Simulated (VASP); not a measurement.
# As (R-3m) in VASP: notebook, part 2 of 2

VASP 6.6.1.

**4. Relaxation of cell and atoms, PBEsol**

File INCAR:

```
SYSTEM = As
PREC     = Accurate       ! precision mode
ENCUT    = 580            ! plane-wave cutoff, eV
EDIFF    = 1E-7           ! SCF threshold, eV
ISMEAR   = 0              ! smearing method
SIGMA    = 0.1            ! smearing width, eV
LREAL    = .False.        ! projectors in reciprocal space
LASPH    = .True.         ! aspherical terms in the spheres
NELM     = 100            ! most SCF steps
ALGO     = Normal         ! electronic algorithm
ISIF     = 3              ! what is computed and relaxed
LWAVE    = .False.        ! write WAVECAR
LCHARG   = .False.        ! write CHGCAR
GGA      = PS             ! functional
IBRION   = 2              ! ionic algorithm
NSW      = 90             ! ionic steps
EDIFFG   = -0.005         ! ionic threshold
```

File KPOINTS:

```
regular mesh
0
Gamma
  15 15 15
  0 0 0
```

File POSCAR:

```
As
1.0
    1.8797500000      1.0852741700      3.4857666700
   -1.8797500000      1.0852741700      3.4857666700
    0.0000000000     -2.1705483400      3.4857666700
As
2
Direct
    0.2275400000      0.2275400000      0.2275400000
    0.7724600000      0.7724600000      0.7724600000
```

Potentials or basis: VASP PAW PBE potentials, release 64 (As).

Launch:

```sh
> cat potpaw_PBE.64/As/POTCAR > POTCAR
> mpirun -np 1 vasp_std > vasp.out
```

OUTCAR:

```text
SYSTEM = As
   PREC = Accurate
   ENCUT = 580
   EDIFF = 1E-7
   ISMEAR = 0
   LREAL = .False.
   LASPH = .True.
   NELM = 100
   ISIF = 3
   GGA = PS
   IBRION = 2
   NSW = 90
   EDIFFG = -0.005

 ion  position               nearest neighbor table
   1  0.228  0.228  0.228-   2 2.52   2 2.52   2 2.52
   2  0.772  0.772  0.772-   1 2.52   1 2.52   1 2.52

  LATTYP: Found a trigonal (rhomboedric) cell.
 ALAT       =     4.1063182249
 COS(alpha) =     0.5808929386

  Lattice vectors:

 A1 = (   1.8797500000,   1.0852741700,   3.4857666700)
 A2 = (  -1.8797500000,   1.0852741700,   3.4857666700)
 A3 = (   0.0000000000,  -2.1705483400,   3.4857666700)

[... 372 lines left out ...]
 cond. band min:       5.6177823487   @ k =   0.3333   0.2000   0.2000
 fundamental gap:      0.0254977430
 Fermi energy:         5.6050521933

 k-point     1 :       0.0000    0.0000    0.0000
  band No.  band energies     occupation
      1      -9.5153      2.00000
      2       0.0471      2.00000
      3       3.2476      2.00000
      4       3.5430      2.00000
      5       3.5430      2.00000
      6       7.7331      0.00000
      7       8.7427      0.00000
      8       8.7427      0.00000
      9      12.0342      0.00000
[... 265 lines left out ...]
 k-point    24 :       0.2000    0.1333    0.0000
  band No.  band energies     occupation
      1      -9.0066      2.00000
      2      -1.4963      2.00000
      3       2.4000      2.00000
      4       2.8271      2.00000
      5       4.8560      2.00000
      6       6.6187      0.00000
      7       8.2232      0.00000
      8       9.2006      0.00000
      9      10.8831      0.00000

 [... further k-points ...]

------------------------ aborting loop because EDIFF is reached ----------------------------------------

  FORCE on cell =-STRESS in cart. coord.  units (eV):
  Direction    XX          YY          ZZ          XY          YZ          ZX
  --------------------------------------------------------------------------------------
  -------------------------------------------------------------------------------------
  Total       -0.0036611     -0.0036611      0.0060460     -0.0000000      0.0000000     -0.0000000
  in kB       -0.1403603     -0.1403603      0.2317906     -0.0000000      0.0000000     -0.0000000
  external PRESSURE =      -0.0163100 kB  Pullay stress =       0.0000000 kB
[... 17 lines left out ...]
  FREE ENERGIE OF THE ION-ELECTRON SYSTEM (eV)
  ---------------------------------------------------
  free  energy   TOTEN  =       -10.2152211956 eV

  energy  without entropy=      -10.2146266653  energy(sigma->0) =      -10.21492393

 reached required accuracy - stopping structural energy minimisation
```

CONTCAR:

```text
As
   1.00000000000000
     1.8943788748632122    1.0937201548748308    3.3616794163315320
    -1.8943788748632122    1.0937201548748308    3.3616794163315320
    -0.0000000000000000   -2.1874403097496615    3.3616794163315320
  As
     2
Direct
     0.2305593203475122    0.2305593203475122    0.2305593203475122
     0.7694406796524880    0.7694406796524880    0.7694406796524880

  0.00000000E+00  0.00000000E+00  0.00000000E+00
  0.00000000E+00  0.00000000E+00  0.00000000E+00
```

It took 3.3 min on 1 thread of Intel Xeon 6975P-C (Granite Rapids), shared host; peak memory 0.3 GiB.

What came out:

- Free energy: -10.2152 eV
- Relaxed volume: 20.90 Å³/atom
- Relaxed cell: a = 4.011 Å, b = 4.011 Å, c = 4.011 Å, α = 56.37°, β = 56.37°, γ = 56.37°
- Space group after relaxing (to 0.05 Å): R-3m (No. 166)
- Energy gained by relaxing: 5.5 meV/atom
- Ionic steps: 12
- Pressure after relaxing: 0.0 GPa
- Band gap on the k mesh: none (metal or under the smearing width)

The path:
| step | energy change (eV) | largest force (eV/Å) | pressure (GPa) | volume (Å³) |
| --- | --- | --- | --- | --- |
| 1 | 0.0000 | 0.2380 | 0.54 | 42.67 |
| 2 | -0.0036 | 0.0033 | -0.97 | 43.11 |
| 3 | -0.0037 | 0.0356 | -0.76 | 43.05 |
| 4 | -0.0072 | 0.0157 | -0.51 | 42.64 |
| 5 | -0.0106 | 0.0189 | 0.07 | 41.85 |
| 6 | -0.0107 | 0.0245 | 0.18 | 41.72 |
| 7 | -0.0109 | 0.0197 | -0.10 | 41.81 |
| 8 | -0.0109 | 0.0207 | -0.05 | 41.79 |
| 9 | -0.0109 | 0.0085 | 0.09 | 41.75 |
| 10 | -0.0110 | 0.0034 | 0.03 | 41.76 |
| 11 | -0.0110 | 0.0039 | 0.03 | 41.77 |
| 12 | -0.0110 | 0.0016 | 0.00 | 41.79 |

Final structure:
```
As
1.0
     1.89438    1.09372    3.36168
    -1.89438    1.09372    3.36168
     0.00000   -2.18744    3.36168
As
2
Direct
  0.23056 0.23056 0.23056
  0.76944 0.76944 0.76944
```

Levels at points of the mesh, in eV from the Fermi level:
```tsv
k point	band 1	band 2	band 3	band 4	band 5	band 6	band 7	band 8	band 9
(0.00, 0.00, 0.00)	-15.12	-5.56	-2.36	-2.06	-2.06	2.13	3.14	3.14	6.43
```

Caveat: the PAW data sets were made with another functional, which shifts forces and pressure a little.

**5. Relaxation of cell and atoms, PBEsol**

INCAR: that of step 4 with these lines changed.

```diff
@@ -2,3 +2,3 @@
 PREC     = Accurate       ! precision mode
-ENCUT    = 580            ! plane-wave cutoff, eV
+ENCUT    = 480            ! plane-wave cutoff, eV
 EDIFF    = 1E-7           ! SCF threshold, eV
```

KPOINTS is that of step 4.

POSCAR is that of step 4.

Launch:

```sh
> cat potpaw_PBE.64/As/POTCAR > POTCAR
> mpirun -np 1 vasp_std > vasp.out
```

Wall time 3.9 min (1 thread of Intel Xeon 6975P-C (Granite Rapids), shared host); peak memory 0.27 GiB.

The run converged. Its results:

```
Free energy                            : -10.2151 eV
Relaxed volume                         : 20.89 Å³/atom
Relaxed cell                           : a = 4.011 Å, b = 4.011 Å, c = 4.011 Å, α = 56.37°, β = 56.37°, γ = 56.37°
Space group after relaxing (to 0.05 Å) : R-3m (No. 166)
Energy gained by relaxing              : 5.5 meV/atom
Ionic steps                            : 12
Pressure after relaxing                : 0.0 GPa
Band gap on the k mesh                 : none (metal or under the smearing width)
```

The path:
```csv
step,energy change (eV),largest force (eV/Å),pressure (GPa),volume (Å³)
1,0.0000,0.2382,0.54,42.67
2,-0.0036,0.0042,-0.97,43.11
3,-0.0037,0.0350,-0.77,43.05
4,-0.0073,0.0153,-0.51,42.63
5,-0.0106,0.0180,0.05,41.86
6,-0.0107,0.0243,0.18,41.71
7,-0.0109,0.0205,-0.11,41.81
8,-0.0110,0.0213,-0.05,41.79
9,-0.0110,0.0081,0.09,41.74
10,-0.0110,0.0035,0.04,41.76
11,-0.0110,0.0040,0.03,41.76
12,-0.0110,0.0016,0.00,41.79
```

Final structure:
```cif
data_structure
_symmetry_space_group_name_H-M 'P 1'
_symmetry_Int_Tables_number 1
_cell_length_a 4.0105
_cell_length_b 4.0105
_cell_length_c 4.0105
_cell_angle_alpha 56.373
_cell_angle_beta 56.373
_cell_angle_gamma 56.373
_cell_volume 41.79
loop_
_atom_site_label
_atom_site_type_symbol
_atom_site_fract_x
_atom_site_fract_y
_atom_site_fract_z
_atom_site_occupancy
As1 As 0.23056 0.23056 0.23056 1
As2 As 0.76944 0.76944 0.76944 1
```

Levels at points of the mesh, in eV from the Fermi level:
| k point | band 2 | band 3 | band 4 | band 5 | band 6 | band 7 | band 8 | band 9 |
| --- | --- | --- | --- | --- | --- | --- | --- | --- |
| (0.00, 0.00, 0.00) | -5.56 | -2.36 | -2.06 | -2.06 | 2.13 | 3.14 | 3.14 | 6.43 |

Caveat: the PAW data sets were made with another functional, which shifts forces and pressure a little.

**6. Relaxation of cell and atoms, RPBE**

INCAR: that of step 5 with these lines changed.

```diff
@@ -2,3 +2,3 @@
 PREC     = Accurate       ! precision mode
-ENCUT    = 480            ! plane-wave cutoff, eV
+ENCUT    = 600            ! plane-wave cutoff, eV
 EDIFF    = 1E-7           ! SCF threshold, eV
@@ -13,3 +13,3 @@
 LCHARG   = .False.        ! write CHGCAR
-GGA      = PS             ! functional
+GGA      = RP             ! functional
 IBRION   = 2              ! ionic algorithm
```

KPOINTS is that of step 5.

POSCAR is that of step 5.

Potentials or basis: VASP PAW PBE potentials, release 64 (As).

Launch:

```sh
> cat potpaw_PBE.64/As/POTCAR > POTCAR
> mpirun -np 1 vasp_std > vasp.out
```

OUTCAR:

```text
SYSTEM = As
   PREC = Accurate
   ENCUT = 600
   EDIFF = 1E-7
   ISMEAR = 0
   LREAL = .False.
   LASPH = .True.
   NELM = 100
   ISIF = 3
   GGA = RP
   IBRION = 2
   NSW = 90
   EDIFFG = -0.005

 ion  position               nearest neighbor table
   1  0.228  0.228  0.228-   2 2.52   2 2.52   2 2.52
   2  0.772  0.772  0.772-   1 2.52   1 2.52   1 2.52

  LATTYP: Found a trigonal (rhomboedric) cell.
 ALAT       =     4.1063182249
 COS(alpha) =     0.5808929386

  Lattice vectors:

 A1 = (   1.8797500000,   1.0852741700,   3.4857666700)
 A2 = (  -1.8797500000,   1.0852741700,   3.4857666700)
 A3 = (   0.0000000000,  -2.1705483400,   3.4857666700)

Analysis of symmetry for initial positions (statically):
=====================================================================
 Subroutine PRICEL returns:
 Original cell was already a primitive cell.

 Routine SETGRP: Setting up the symmetry group for a
 trigonal (rhombohedral) supercell.

 Subroutine GETGRP returns: Found 12 space group operations
 (whereof 12 operations were pure point group operations)
 out of a pool of 12 trial point group operations.

The static configuration has the point symmetry D_3d.

Analysis of symmetry for dynamics (positions and initial velocities):
[... 165 lines left out ...]

 val. band max:        5.7277055135   @ k =   0.3333   0.2000   0.2000
 cond. band min:       5.7457648930   @ k =   0.4000   0.2000   0.2000
 fundamental gap:      0.0180593795
 Fermi energy:         5.7451950465

 k-point     1 :       0.0000    0.0000    0.0000
  band No.  band energies     occupation
      1      -9.4130      2.00000
      2      -0.0417      2.00000
      3       3.1243      2.00000
      4       3.6354      2.00000
      5       3.6354      2.00000
      6       7.4273      0.00000
      7       8.6278      0.00000
      8       8.6278      0.00000
      9      12.4449      0.00000
[... 377 lines left out ...]
  FREE ENERGIE OF THE ION-ELECTRON SYSTEM (eV)
  ---------------------------------------------------
  free  energy   TOTEN  =        -8.6067303747 eV

  energy  without entropy=       -8.6061597896  energy(sigma->0) =       -8.60644508

[... ionic steps 4 to 64 ...]

--------------------------------------- Ionic step       65  -------------------------------------------

 number of electron       9.9999999 magnetization

------------------------ aborting loop because EDIFF is reached ----------------------------------------
[... 67 lines left out ...]
--------------------------------------- Ionic step       67  -------------------------------------------

 number of electron       9.9999999 magnetization

 Free energy of the ion-electron system (eV)
  ---------------------------------------------------
  ext. energy  EPLUGINS =         0.00000000
  ---------------------------------------------------
  free energy    TOTEN  =        -8.77114106 eV

  energy without entropy =       -8.77114106  energy(sigma->0) =       -8.77114106

 E-fermi :   0.9227     XC(G=0):  -6.9506

 val. band max:        0.4587913595   @ k =  -0.4000   0.4667   0.4000
 cond. band min:       2.0137642217   @ k =   0.3333   0.0000   0.0000
 fundamental gap:      1.5549728623
 Fermi energy:         0.9226960554

 k-point     1 :       0.0000    0.0000    0.0000
  band No.  band energies     occupation
      1     -12.7380      2.00000
      2      -6.5300      2.00000
      3      -0.2219      2.00000
      4       0.4265      2.00000
      5       0.4265      2.00000
      6       2.5124      0.00000
      7       3.9058      0.00000
      8       3.9058      0.00000
      9       7.2227      0.00000
[... 305 lines left out ...]
  FREE ENERGIE OF THE ION-ELECTRON SYSTEM (eV)
  ---------------------------------------------------
  free  energy   TOTEN  =        -8.7711410610 eV

  energy  without entropy=       -8.7711410610  energy(sigma->0) =       -8.77114106

 reached required accuracy - stopping structural energy minimisation
```

OSZICAR:

```text
N       E                     dE             d eps       ncg     rms          rms(c)
DAV:   1     0.344547777428E+02    0.34455E+02   -0.47519E+03  6192   0.104E+03
DAV:   2    -0.721660600654E+01   -0.41671E+02   -0.40577E+02  9444   0.129E+02
DAV:   3    -0.855038577643E+01   -0.13338E+01   -0.13285E+01  7240   0.278E+01
[... 615 lines left out ...]
       N       E                     dE             d eps       ncg     rms          rms(c)
DAV:   1    -0.877114868458E+01   -0.74791E-05   -0.38076E-04  6197   0.105E-01    0.948E-03
DAV:   2    -0.877114396363E+01    0.47210E-05   -0.11894E-05  6256   0.230E-02    0.540E-03
DAV:   3    -0.877114115093E+01    0.28127E-05   -0.88260E-06  6488   0.155E-02    0.160E-03
DAV:   4    -0.877114106102E+01    0.89910E-07   -0.47508E-07  8613   0.444E-03
  67 F= -.87711411E+01 E0= -.87711411E+01  d E =-.267827E-04
```

Wall time 37 min (1 thread of Intel Xeon 6975P-C (Granite Rapids), shared host); peak memory 0.42 GiB.

What came out:

| Quantity | Value |
| --- | --- |
| Free energy | -8.7711 eV |
| Relaxed volume | 36.62 Å³/atom |
| Relaxed cell | a = 6.686 Å, b = 6.686 Å, c = 6.686 Å, α = 31.69°, β = 31.69°, γ = 31.69° |
| Space group after relaxing (to 0.05 Å) | R-3m (No. 166) |
| Energy gained by relaxing | 106.7 meV/atom |
| Ionic steps | 67 |
| Pressure after relaxing | 0.0 GPa |
| Largest force after relaxing | 0.004 eV/Å |
| Band gap on the k mesh | 1.55 eV, indirect (least direct gap 1.75 eV) |

Forces on the atoms (eV/Å):
```
As   0.000  0.000 -0.004
As   0.000  0.000  0.004
```

Step by step:
| step | energy change (eV) | largest force (eV/Å) | pressure (GPa) | volume (Å³) |
| --- | --- | --- | --- | --- |
| 1 | 0.0000 | 0.3063 | 5.60 | 42.67 |
| 3 | -0.0490 | 0.2418 | 0.25 | 45.47 |
| 5 | -0.0572 | 0.0353 | 0.07 | 46.50 |
| 7 | -0.0706 | 0.0012 | 0.15 | 47.93 |
| 9 | -0.1106 | 0.1718 | 2.42 | 53.24 |
| 11 | -0.0914 | 0.8310 | 5.13 | 54.91 |
| 13 | -0.0528 | 1.0597 | 6.78 | 56.04 |
| 15 | -0.0538 | 1.0410 | 6.75 | 56.16 |
| 17 | -0.0574 | 0.9572 | 6.62 | 56.68 |
| 19 | -0.0565 | 0.6377 | 6.22 | 58.73 |
| 21 | -0.0625 | 0.7347 | 6.25 | 58.07 |
| 23 | -0.0898 | 0.5785 | 5.42 | 58.54 |
| 25 | -0.1611 | 0.0129 | 2.45 | 60.43 |
| 27 | -0.1798 | 0.4323 | 0.18 | 62.18 |
| 29 | -0.1822 | 0.3624 | 0.29 | 62.19 |
| 31 | -0.1894 | 0.0831 | 0.40 | 63.08 |
| 33 | -0.1906 | 0.0346 | 0.26 | 63.11 |
| 35 | -0.1912 | 0.2140 | -0.66 | 65.08 |
| 37 | -0.1925 | 0.1304 | -0.27 | 64.33 |
| 39 | -0.1966 | 0.0608 | -0.20 | 65.30 |
| 41 | -0.2036 | 0.2725 | 0.17 | 69.18 |
| 43 | -0.2078 | 0.1900 | 0.03 | 70.46 |
| 45 | -0.2113 | 0.1092 | -0.43 | 76.15 |
| 47 | -0.2125 | 0.0022 | -0.28 | 74.21 |
| 49 | -0.2132 | 0.0344 | -0.01 | 73.84 |
| 51 | -0.2133 | 0.0142 | 0.00 | 73.79 |
| 53 | -0.2133 | 0.0033 | -0.01 | 73.79 |
| 55 | -0.2133 | 0.0042 | -0.01 | 73.77 |
| 57 | -0.2133 | 0.0065 | 0.02 | 73.62 |
| 59 | -0.2133 | 0.0027 | 0.01 | 73.60 |
| 61 | -0.2133 | 0.0139 | -0.03 | 73.50 |
| 63 | -0.2134 | 0.0115 | -0.02 | 73.44 |
| 65 | -0.2134 | 0.0007 | -0.02 | 73.16 |
| 67 | -0.2134 | 0.0040 | -0.02 | 73.24 |

Final structure:
```xyz
2
Lattice="1.8254 1.0539 6.3453 -1.8254 1.0539 6.3453 0.0000 -2.1078 6.3453" Properties=species:S:1:pos:R:3 pbc="T T T"
As    0.0000    0.0000    3.8698
As    0.0000    0.0000   15.1662
```

Levels at points of the mesh, in eV from the valence-band top:
```tsv
k point	band 2	band 3	band 4	band 5	band 6	band 7	band 8	band 9
(0.00, 0.00, 0.00)	-6.99	-0.68	-0.03	-0.03	2.05	3.45	3.45	6.76
```

Caveat: the volume moved by over 15 % at a fixed basis, so the end points are rough; the PAW data sets were made with another functional, which shifts forces and pressure a little; an odd mesh through Γ misses points on the zone boundary, where band edges often lie; the volume moved by +72 % from the deposited cell, more than functionals usually miss.

**7. Overview**

| task | level | cell | k mesh | cutoff (eV) | gap on the mesh (eV) | pressure (GPa) | relaxed volume (Å³/atom) |
| --- | --- | --- | --- | --- | --- | --- | --- |
| relaxation of cell and atoms | PBEsol | relaxed | 6 × 6 × 6 | 600 | none | 0.0 | 21.09 |
| single point | PBEsol | as given | 15 × 15 × 15 | 520 | none | 0.5 | - |
| relaxation of cell and atoms | PBEsol | relaxed | 15 × 15 × 15 | 580 | none | 0.0 | 20.90 |
| relaxation of cell and atoms | PBEsol | relaxed | 15 × 15 × 15 | 480 | none | 0.0 | 20.89 |
| relaxation of cell and atoms | RPBE | relaxed | 15 × 15 × 15 | 600 | 1.55 | 0.0 | 36.62 |

Alike in all rows: potentials or basis VASP PAW PBE potentials, release 64 (As); no spin polarisation; smearing gaussian 0.1 eV.

Caveats: the PAW data sets were made with another functional, which shifts forces and pressure a little; the volume moved by over 15 % at a fixed basis, so the end points are rough (some runs); an odd mesh through Γ misses points on the zone boundary, where band edges often lie (some runs); the volume moved by +72 % from the deposited cell, more than functionals usually miss (some runs).

Total energies depend on the potentials used, so only differences within one code and one set of settings carry meaning.
